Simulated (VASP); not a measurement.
# ZnS (P6_3mc) in VASP: a series of runs

Runs on ZnS. Level: r2SCAN. Tasks: single point.

All numbers are computed with VASP 6.6.1; they aren't measurements. Logs are shortened: lines on timing, memory, paths and dates and some standing lists are left out, and cuts for length are marked.

**The experiment to reproduce.**

A printed reference work, monograph reports, for a bulk crystal of ZnS at 4 K: band gap 3.911 eV (direct).

The results are compared with them further down.

**1. The cell of the first run**

The structure is hexagonal, space group P6_3mc (No. 186). Conventional cell: a = 3.807 Å, b = 3.807 Å, c = 6.246 Å, α = 90.00°, β = 90.00°, γ = 120.00°. Zn (site symmetry 3m) has 4 S at 2.33 to 2.34 Å within 3.1 Å. Within 3.1 Å of S (site symmetry 3m) lie 4 Zn at 2.33 to 2.34 Å.

**2. Single point, r2SCAN**

Input file POSCAR:

```
ZnS
1.0
    3.8067217559      0.0000000000      0.0000000000
   -1.9033608780      3.2967177458      0.0000000000
    0.0000000000      0.0000000000      6.2457352649
Zn S
2 2
Direct
    0.3333333333      0.6666666667      0.0053880709
    0.6666666667      0.3333333333      0.5053880709
    0.3333333333      0.6666666667      0.3796119291
    0.6666666667      0.3333333333      0.8796119291
```

Input file INCAR.step1:

```
SYSTEM = ZnS
PREC = Accurate
ENCUT = 520
ISMEAR = 0
SIGMA = 0.02
LREAL = .FALSE.
LASPH = .TRUE.
NELM = 60
NBANDS = 26
GGA = PE
ALGO = Normal
EDIFF = 1E-4
LWAVE = .TRUE.
LCHARG = .FALSE.
```

Input file INCAR.step2:

```
SYSTEM = ZnS
PREC = Accurate
ENCUT = 520
EDIFF = 1E-7
ISMEAR = 0
SIGMA = 0.02
LREAL = .FALSE.
LASPH = .TRUE.
NELM = 60
ALGO = Normal
ISIF = 2
LWAVE = .FALSE.
LCHARG = .FALSE.
METAGGA = R2SCAN
LMIXTAU = .TRUE.
NBANDS = 26
ISTART = 1
```

Input file KPOINTS:

```
Automatic mesh
0
G
  6 6 4
  0 0 0
```

Potentials or basis: VASP PAW PBE potentials, release 64 (Zn, S).

Command:

```console
> cat potpaw_PBE.64/Zn/POTCAR potpaw_PBE.64/S/POTCAR > POTCAR
> cp INCAR.step1 INCAR
> mpirun -np 1 vasp_std > vasp.out
> cp INCAR.step2 INCAR
> mpirun -np 1 vasp_std > vasp.out
```

OUTCAR:

```text
SYSTEM = ZnS
   PREC = Accurate
   ENCUT = 520
   EDIFF = 1E-7
   ISMEAR = 0
   LREAL = .FALSE.
   LASPH = .TRUE.
   NELM = 60
   ISIF = 2
   METAGGA = R2SCAN
   ISTART = 1

 ion  position               nearest neighbor table
   1  0.333  0.667  0.005-   4 2.33   4 2.33   4 2.33   3 2.34
   2  0.667  0.333  0.505-   3 2.33   3 2.33   3 2.33   4 2.34
   3  0.333  0.667  0.380-   2 2.33   2 2.33   2 2.33   1 2.34
   4  0.667  0.333  0.880-   1 2.33   1 2.33   1 2.33   2 2.34

  LATTYP: Found a hexagonal cell.
 ALAT       =     3.8067217559
 C/A-ratio  =     1.6407123151

  Lattice vectors:

 A1 = (   3.8067217559,   0.0000000000,   0.0000000000)
 A2 = (  -1.9033608780,   3.2967177458,   0.0000000000)
 A3 = (   0.0000000000,   0.0000000000,   6.2457352649)

Analysis of symmetry for initial positions (statically):
=====================================================================
 Subroutine PRICEL returns:
 Original cell was already a primitive cell.

 Routine SETGRP: Setting up the symmetry group for a
 hexagonal supercell.

 Subroutine GETGRP returns: Found 12 space group operations
 (whereof  6 operations were pure point group operations)
 out of a pool of 24 trial point group operations.

The static configuration has the point symmetry C_3v.
 The point group associated with its full space group is C_6v.

Analysis of symmetry for dynamics (positions and initial velocities):
=====================================================================
 Subroutine PRICEL returns:
 Original cell was already a primitive cell.

 Routine SETGRP: Setting up the symmetry group for a
 hexagonal supercell.

 Subroutine GETGRP returns: Found 12 space group operations
 (whereof  6 operations were pure point group operations)
 out of a pool of 24 trial point group operations.

The dynamic configuration has the point symmetry C_3v.
 The point group associated with its full space group is C_6v.

 Subroutine INISYM returns: Found 12 space group operations
 (whereof  6 operations are pure point group operations),
 and found     1 'primitive' translations

----------------------------------------------------------------------------------------

                                     Primitive cell

  volume of cell :      78.3820

  direct lattice vectors                    reciprocal lattice vectors
     3.806721756  0.000000000  0.000000000     0.262693221  0.151666002  0.000000000
    -1.903360878  3.296717746  0.000000000     0.000000000  0.303332004  0.000000000
     0.000000000  0.000000000  6.245735265     0.000000000  0.000000000  0.160109252

  length of vectors
     3.806721756  3.806721756  6.245735265     0.303332004  0.303332004  0.160109252

  position of ions in fractional coordinates (direct lattice)
     0.333333333  0.666666667  0.005388071
     0.666666667  0.333333333  0.505388071
     0.333333333  0.666666667  0.379611929
     0.666666667  0.333333333  0.879611929

  ion indices of the primitive-cell ions
   primitive index   ion index
                 1           1
                 2           2
                 3           3
                 4           4

----------------------------------------------------------------------------------------

 KPOINTS: Automatic mesh

Automatic generation of k-mesh.
 Grid dimensions read from file:
 generate k-points for:    6    6    4

 Generating k-lattice:

  Cartesian coordinates                     Fractional coordinates (reciprocal lattice)
     0.043782204  0.025277667  0.000000000     0.166666667  0.000000000  0.000000000
     0.000000000  0.050555334  0.000000000     0.000000000  0.166666667  0.000000000
     0.000000000  0.000000000  0.040027313     0.000000000  0.000000000  0.250000000

  Length of vectors
     0.050555334  0.050555334  0.040027313

  Shift w.r.t. Gamma in fractional coordinates (k-lattice)
     0.000000000  0.000000000  0.000000000

 Subroutine IBZKPT returns following result:
 ===========================================

 Found     21 irreducible k-points:

 Following reciprocal coordinates:
            Coordinates               Weight
  0.000000  0.000000  0.000000      1.000000
  0.166667  0.000000  0.000000      6.000000
  0.333333  0.000000  0.000000      6.000000
  0.500000  0.000000  0.000000      3.000000
  0.166667  0.166667  0.000000      6.000000
  0.333333  0.166667  0.000000     12.000000
[... 13 lines left out ...]
  0.333333  0.166667  0.500000     12.000000
  0.333333  0.333333  0.500000      2.000000
   k-points           NKPTS =     21   k-points in BZ     NKDIM =     21   number of bands    NBANDS=     26
   number of dos      NEDOS =    301   number of ions     NIONS =      4
   total plane-waves  NPLWV =  37632
   dimension x,y,z NGX =    28 NGY =   28 NGZ =   48
   dimension x,y,z NGXF=    56 NGYF=   56 NGZF=   96
   ions per type =               2   2
   NGX,Y,Z   is equivalent  to a cutoff of  12.23, 12.23, 12.78 a.u.
   NGXF,Y,Z  is equivalent  to a cutoff of  24.46, 24.46, 25.55 a.u.
 SYSTEM =  ZnS
   PREC   = accura    normal or accurate (medium, high low for compatibility)
   ISTART =      1    job   : 0-new  1-cont  2-samecut
   ICHARG =      0    charge: 1-file 2-atom 10-const
   ISPIN  =      1    spin polarized calculation?
   LNONCOLLINEAR =      F non collinear calculations
   LSORBIT =      F    spin-orbit coupling
   LASPH  =      T    aspherical Exc in radial PAW
   ENCUT  =  520.0 eV  38.22 Ry    6.18 a.u.   7.08  7.08 11.61*2*pi/ulx,y,z
   NELM   =     60;   NELMIN=  2; NELMDL=  0     # of ELM steps
   EDIFF  = 0.1E-06   stopping-criterion for ELM
   LREAL  =      F    real-space projection
   EDIFFG = 0.1E-05   stopping-criterion for IOM
   NSW    =      0    number of steps for IOM
   IBRION =     -1    ionic relax: 0-MD 1-quasi-New 2-CG
   NFREE  =      0    steps in history (QN), initial steepest desc. (CG)
   ISIF   =      2    stress and relaxation
   ISYM   =      2    0-nonsym 1-usesym 2-fastsym
   POTIM  = 0.5000    time-step for ionic-motion
   TEBEG  =    0.0;   TEEND  =   0.0 temperature during run
   PSTRESS=    0.0 pullay stress
   NELECT =      36.0000    total number of electrons
   NUPDOWN=      -1.0000    fix difference up-down
   EMIN   =  10.00;   EMAX   =-10.00  energy-range for DOS
   EFERMI =   0.00;   METHOD = LEGACY
   ISMEAR =     0;   SIGMA  =   0.02  broadening in eV -4-tet -1-fermi 0-gaus
   EFERMI_NEDOS =   21; number of points for ismear=-14 and -15
   IALGO  =     38    algorithm
   IMIX   =      4    mixing-type and parameters
     AMIX     =   0.40;   BMIX     =  1.00
     AMIX_MAG =   1.60;   BMIX_MAG =  1.00
  volume/ion in A,a.u.               =      19.60       132.24
  Fermi-wavevector in a.u.,A,eV,Ry     =   1.263097  2.386908 21.706939  1.595415
  Thomas-Fermi vector in A             =   2.396472
   LORBIT       =      0    0 simple, 1 ext, 2 COOP (PROOUT), +10 PAW based schemes
   METAGGA = R2SCAN    functional components
   LHFCALC =     F    Hartree Fock is set to
   AEXX    =    0.0000 exact exchange contribution
   IVDW    =     0    specifies the selected vdW correction
   LEPSILON=     F    determine dielectric tensor
   LRPA    =     F    only Hartree local field effects (RPA)
 non-spin polarized calculation
 Gauss-broadening in eV      SIGMA  =   0.02
  energy-cutoff  :      520.00
  volume of cell :       78.38
 maximum number of plane-waves:      2130
   NGX = 15   NGY = 15   NGZ = 23

 number of electron      35.9999993 magnetization

 Free energy of the ion-electron system (eV)
  ---------------------------------------------------
  ext. energy  EPLUGINS =         0.00000000
  ---------------------------------------------------
  free energy    TOTEN  =       -37.72120959 eV

  energy without entropy =      -37.72120959  energy(sigma->0) =      -37.72120959

 E-fermi :   2.0274     XC(G=0): -10.3107

 val. band max:        1.9151559119   @ k =   0.0000   0.0000   0.0000
 cond. band min:       4.7004358099   @ k =   0.0000   0.0000   0.0000
 fundamental gap:      2.7852798979
 Fermi energy:         2.0274429885

 k-point     1 :       0.0000    0.0000    0.0000
  band No.  band energies     occupation
      1     -11.8348      2.00000
      2     -10.8746      2.00000
      3      -4.6191      2.00000
      4      -4.6041      2.00000
      5      -4.6040      2.00000
      6      -4.5128      2.00000
[... 18 lines left out ...]
     25      10.1533      0.00000
     26      11.7778      0.00000

 k-point     2 :       0.1667    0.0000    0.0000
  band No.  band energies     occupation
      1     -11.6467      2.00000
      2     -10.7727      2.00000
      3      -4.6149      2.00000
      4      -4.5795      2.00000
      5      -4.5677      2.00000
      6      -4.4863      2.00000
[... 18 lines left out ...]
     25      10.6615      0.00000
     26      11.0008      0.00000

 k-point     3 :       0.3333    0.0000    0.0000
  band No.  band energies     occupation
      1     -11.1959      2.00000
      2     -10.5906      2.00000
      3      -4.5979      2.00000
      4      -4.5101      2.00000
      5      -4.5095      2.00000
      6      -4.3543      2.00000
[... 18 lines left out ...]
     25      11.1269      0.00000
     26      12.3312      0.00000

 k-point     4 :       0.5000    0.0000    0.0000
  band No.  band energies     occupation
      1     -10.8852      2.00000
      2     -10.5530      2.00000
      3      -4.5825      2.00000
      4      -4.4898      2.00000
      5      -4.3480      2.00000
      6      -4.3291      2.00000
[... 18 lines left out ...]
     25      11.5317      0.00000
     26      14.1508      0.00000
[... 409 lines left out ...]
      1     -10.9909      2.00000
      2     -10.9909      2.00000
      3      -4.5779      2.00000
      4      -4.5779      2.00000
      5      -4.4701      2.00000
      6      -4.4701      2.00000
[... 18 lines left out ...]
     25      10.8550      0.00000
     26      10.8550      0.00000

 k-point    20 :       0.3333    0.1667    0.5000
  band No.  band energies     occupation
      1     -10.7148      2.00000
      2     -10.7148      2.00000
      3      -4.5343      2.00000
      4      -4.5343      2.00000
      5      -4.4002      2.00000
      6      -4.4002      2.00000
[... 18 lines left out ...]
     25      11.6279      0.00000
     26      11.6279      0.00000

 k-point    21 :       0.3333    0.3333    0.5000
  band No.  band energies     occupation
      1     -10.6201      2.00000
      2     -10.6201      2.00000
      3      -4.4602      2.00000
      4      -4.4602      2.00000
      5      -4.4278      2.00000
      6      -4.4278      2.00000
[... 18 lines left out ...]
     25      12.1590      0.00000
     26      12.1590      0.00000

------------------------ aborting loop because EDIFF is reached ----------------------------------------

  FORCE on cell =-STRESS in cart. coord.  units (eV):
  Direction    XX          YY          ZZ          XY          YZ          ZX
  --------------------------------------------------------------------------------------
  -------------------------------------------------------------------------------------
  Total        0.0159545      0.0159545     -0.0026293     -0.0000000      0.0000000      0.0000000
  in kB        0.3261197      0.3261197     -0.0537436     -0.0000000      0.0000000      0.0000000
  external PRESSURE =       0.1994986 kB  Pullay stress =       0.0000000 kB

 VOLUME and BASIS-vectors are now :
 -----------------------------------------------------------------------------
  energy-cutoff  :      520.00
  volume of cell :       78.38
      direct lattice vectors                 reciprocal lattice vectors
     3.806721756  0.000000000  0.000000000     0.262693221  0.151666002  0.000000000
    -1.903360878  3.296717746  0.000000000     0.000000000  0.303332004  0.000000000
     0.000000000  0.000000000  6.245735265     0.000000000  0.000000000  0.160109252

 POSITION                                       TOTAL-FORCE (eV/Angst)
 -----------------------------------------------------------------------------------
     -0.00000      2.19781      0.03365        -0.000000     -0.000000      0.002742
      1.90336      1.09891      3.15652         0.000000      0.000000      0.002742
     -0.00000      2.19781      2.37096         0.000000     -0.000000     -0.002742
      1.90336      1.09891      5.49382         0.000000      0.000000     -0.002742
 -----------------------------------------------------------------------------------
    total drift:                               -0.000000      0.000000      0.013415

  FREE ENERGIE OF THE ION-ELECTRON SYSTEM (eV)
  ---------------------------------------------------
  free  energy   TOTEN  =       -37.7212095862 eV

  energy  without entropy=      -37.7212095862  energy(sigma->0) =      -37.72120959
```

It took 2.7 min on 1 thread of Intel Xeon 8259CL, shared host; peak memory 0.21 GiB.

Results:

```yaml
Free_energy: -37.7212 eV
Pressure: 0.0 GPa
Band_gap_on_the_k_mesh: 2.79 eV
```

Forces on the atoms (eV/Å):
```
Zn   0.000  0.000  0.003
Zn   0.000  0.000  0.003
S    0.000  0.000 -0.003
S    0.000  0.000 -0.003
```

Levels at points of the mesh, in eV from the valence-band top:
```csv
k point,band 15,band 16,band 17,band 18,band 19,band 20,band 21,band 22
"(0.00, 0.00, 0.00)",-0.92,-0.09,0.00,0.00,2.79,3.62,6.80,6.80
"(0.50, 0.00, 0.00)",-3.35,-2.31,-1.73,-0.91,4.04,4.78,5.45,7.37
"(0.00, 0.00, 0.50)",-0.48,-0.48,-0.48,-0.48,4.11,4.11,7.26,7.26
"(0.50, 0.00, 0.50)",-1.68,-1.68,-1.66,-1.66,3.96,3.96,5.66,5.66
```

Caveat: the PAW data sets were made with another functional, which shifts forces and pressure a little.

**3. Single point, r2SCAN**

POSCAR is that of step 2.

Input file INCAR.step1:

```
PREC = Accurate
ENCUT = 520
ISMEAR = 0
SIGMA = 0.02
LREAL = F
LASPH = T
NELM = 100
NBANDS = 26
GGA = PE
ALGO = Normal
EDIFF = 1E-4
LWAVE = T
LCHARG = F
```

Input file INCAR.step2:

```
PREC = Accurate
ENCUT = 520
EDIFF = 1E-7
ISMEAR = 0
SIGMA = 0.02
LREAL = F
LASPH = T
NELM = 100
ALGO = Normal
ISIF = 2
LWAVE = F
LCHARG = F
METAGGA = R2SCAN
LMIXTAU = T
NBANDS = 26
ISTART = 1
```

Input file KPOINTS:

```
Automatic mesh
0
Gamma
  6 6 4
```

Potentials or basis: VASP PAW PBE potentials, release 64 (Zn, S).

Command:

```console
> cat potpaw_PBE.64/Zn/POTCAR potpaw_PBE.64/S/POTCAR > POTCAR
> cp INCAR.step1 INCAR
> mpirun -np 1 vasp_std > vasp.out
> cp INCAR.step2 INCAR
> mpirun -np 1 vasp_std > vasp.out
```

Wall time 2.4 min (1 thread of Intel Xeon 8259CL, shared host); peak memory 0.21 GiB.

Results (log left out):

```yaml
Free_energy: -37.7212 eV
Pressure: 0.0 GPa
Band_gap_on_the_k_mesh: 2.79 eV
```

Forces on the atoms (eV/Å):
```
Zn   0.000  0.000  0.003
Zn   0.000  0.000  0.003
S    0.000  0.000 -0.003
S    0.000  0.000 -0.003
```

Levels at points of the mesh, in eV from the valence-band top:
| k point | band 16 | band 17 | band 18 | band 19 | band 20 | band 21 |
| --- | --- | --- | --- | --- | --- | --- |
| (0.00, 0.00, 0.00) | -0.09 | 0.00 | 0.00 | 2.79 | 3.62 | 6.80 |
| (0.50, 0.00, 0.00) | -2.31 | -1.73 | -0.91 | 4.04 | 4.78 | 5.45 |
| (0.00, 0.00, 0.50) | -0.48 | -0.48 | -0.48 | 4.11 | 4.11 | 7.26 |
| (0.50, 0.00, 0.50) | -1.68 | -1.66 | -1.66 | 3.96 | 3.96 | 5.66 |

Caveat: the PAW data sets were made with another functional, which shifts forces and pressure a little.

[end of part 1 of 2]
